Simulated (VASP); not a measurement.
Level of theory: r2SCAN meta-GGA, VASP's PBE PAW potentials (set 64) (plane waves; VASP 6.6.1).

The input files of a VASP run:

### INCAR
```
! general
SYSTEM  = ZrO2
PREC    = Accurate
ENCUT   = 600
LREAL   = F
LASPH   = T

! electronic loop
EDIFF   = 1E-7
NELM    = 100
ALGO    = Normal
LMAXMIX = 4
LMIXTAU = T

! smearing
ISMEAR  = 0
SIGMA   = 0.05

! functional
METAGGA = R2SCAN

! ions
IBRION  = 2
NSW     = 40
ISIF    = 3
EDIFFG  = -0.01
PSTRESS = 100

! output
LWAVE   = F
LCHARG  = F
```

File POSCAR:
```
ZrO2
1.0
  0.0000000000   2.5146189069   2.5146189069
  2.5146189069   0.0000000000   2.5146189069
  2.5146189069   2.5146189069   0.0000000000
Zr O
1 2
direct
  1.0000000000   1.0000000000   0.0000000000
  0.2500000000   0.2500000000   0.2500000000
  0.7500000000   0.7500000000   0.7500000000
```

### KPOINTS
```
kpoints
0
G
8 8 8
0 0 0
```

POTCAR, in this order: Zr_sv O (PBE.64 set). Program: vasp_std.

The resulting files:

**OUTCAR**
```
 ion  position               nearest neighbor table
   1  0.000  0.000  0.000-   3 2.18   3 2.18   3 2.18   2 2.18   3 2.18   2 2.18   2 2.18   2 2.18
  LATTYP: Found a face centered cubic cell.
 ALAT       =     5.0292378138
 Subroutine PRICEL returns:
 Original cell was already a primitive cell.
 Subroutine GETGRP returns: Found 48 space group operations
The static configuration has the point symmetry O_h .
The dynamic configuration has the point symmetry O_h .
 Subroutine INISYM returns: Found 48 space group operations
 Subroutine IBZKPT returns following result:
 Found     29 irreducible k-points:

 Following reciprocal coordinates:
            Coordinates               Weight
  0.000000  0.000000  0.000000      1.000000
  0.125000  0.000000  0.000000      8.000000
  0.250000  0.000000  0.000000      8.000000
  0.375000  0.000000  0.000000      8.000000
  0.500000  0.000000  0.000000      4.000000
  0.125000  0.125000  0.000000      6.000000
  0.250000  0.125000  0.000000     24.000000
  0.375000  0.125000  0.000000     24.000000
  0.500000  0.125000  0.000000     24.000000
 -0.375000  0.125000  0.000000     24.000000
...
```

OSZICAR:
```
       N       E                     dE             d eps       ncg     rms          rms(c)
DAV:   1     0.192521916101E+03    0.19252E+03   -0.16330E+04   928   0.176E+03
DAV:   2    -0.522084356168E+02   -0.24473E+03   -0.23977E+03  1208   0.423E+02
DAV:   3    -0.615370914477E+02   -0.93287E+01   -0.93188E+01  1448   0.827E+01
DAV:   4    -0.617717654939E+02   -0.23467E+00   -0.23458E+00  1280   0.105E+01
DAV:   5    -0.617760895254E+02   -0.43240E-02   -0.43240E-02  1240   0.102E+00    0.278E+01
DAV:   6    -0.451968944001E+02    0.16579E+02   -0.19343E+01  1216   0.433E+01    0.918E+00
DAV:   7    -0.464574989493E+02   -0.12606E+01   -0.25947E+00  1008   0.140E+01    0.462E+00
DAV:   8    -0.461196033241E+02    0.33790E+00   -0.24339E+00  1056   0.162E+01    0.266E+00
DAV:   9    -0.456414568999E+02    0.47815E+00   -0.93757E-01   984   0.113E+01    0.125E+00
DAV:  10    -0.458160966572E+02   -0.17464E+00   -0.10582E-01  1176   0.354E+00    0.714E-01
DAV:  11    -0.458350613878E+02   -0.18965E-01   -0.65259E-03  1216   0.863E-01    0.560E-01
DAV:  12    -0.458235427133E+02    0.11519E-01   -0.90256E-03  1104   0.769E-01    0.358E-01
DAV:  13    -0.458223831596E+02    0.11596E-02   -0.72925E-03  1056   0.646E-01    0.812E-02
DAV:  14    -0.458225775630E+02   -0.19440E-03   -0.18196E-04  1352   0.142E-01    0.644E-02
DAV:  15    -0.458222617691E+02    0.31579E-03   -0.84674E-05  1280   0.990E-02    0.515E-02
DAV:  16    -0.458225956165E+02   -0.33385E-03   -0.38012E-04  1008   0.175E-01    0.237E-02
DAV:  17    -0.458225897921E+02    0.58243E-05   -0.17277E-05  1336   0.348E-02    0.146E-02
DAV:  18    -0.458225950892E+02   -0.52970E-05   -0.12304E-05  1024   0.302E-02    0.510E-03
DAV:  19    -0.458225953669E+02   -0.27776E-06   -0.11643E-06  1008   0.140E-02    0.927E-04
DAV:  20    -0.458225956342E+02   -0.26726E-06   -0.89213E-08   736   0.368E-03    0.522E-04
DAV:  21    -0.458225955688E+02    0.65389E-07   -0.85483E-09   584   0.105E-03
   1 F= -.43837708E+02 E0= -.43837708E+02  d E =-.438377E+02
```

File OUTCAR:
```
------------------------ aborting loop because EDIFF is reached ----------------------------------------
  FORCE on cell =-STRESS in cart. coord.  units (eV):
  Direction    XX          YY          ZZ          XY          YZ          ZX
  --------------------------------------------------------------------------------------
  Total        1.9913063      1.9913063      1.9913063     -0.0000000      0.0000000      0.0000000
  in kB      100.3233750    100.3233750    100.3233750     -0.0000000      0.0000000      0.0000000
  external PRESSURE =       0.3233750 kB  Pullay stress =     100.0000000 kB
  volume of cell :       31.80
      direct lattice vectors                 reciprocal lattice vectors
     0.000000000  2.514618907  2.514618907    -0.198837286  0.198837286  0.198837286
     2.514618907  0.000000000  2.514618907     0.198837286 -0.198837286  0.198837286
     2.514618907  2.514618907  0.000000000     0.198837286  0.198837286 -0.198837286
 POSITION                                       TOTAL-FORCE (eV/Angst)
 -----------------------------------------------------------------------------------
      0.00000      0.00000      0.00000        -0.000000     -0.000000     -0.000000
      1.25731      1.25731      1.25731         0.000000      0.000000      0.000000
      3.77193      3.77193      3.77193         0.000000     -0.000000     -0.000000
 -----------------------------------------------------------------------------------
    total drift:                                0.000000      0.000000      0.000000
  FREE ENERGIE OF THE ION-ELECTRON SYSTEM (eV)
  ---------------------------------------------------
  free  energy   TOTEN  =       -45.8225955688 eV

  energy  without entropy=      -45.8225955688  energy(sigma->0) =      -45.82259557
  enthalpy is  TOTEN    =       -43.8377078570 eV   P V=        1.9848877118

 reached required accuracy - stopping structural energy minimisation
```
(Selected blocks of OUTCAR.)

The compound is ZrO2 in the fluorite structure, the high-temperature cubic form, which is unstable at 0 K; the monoclinic form is the stable one. It was relaxed first under an external pressure of 10 GPa.
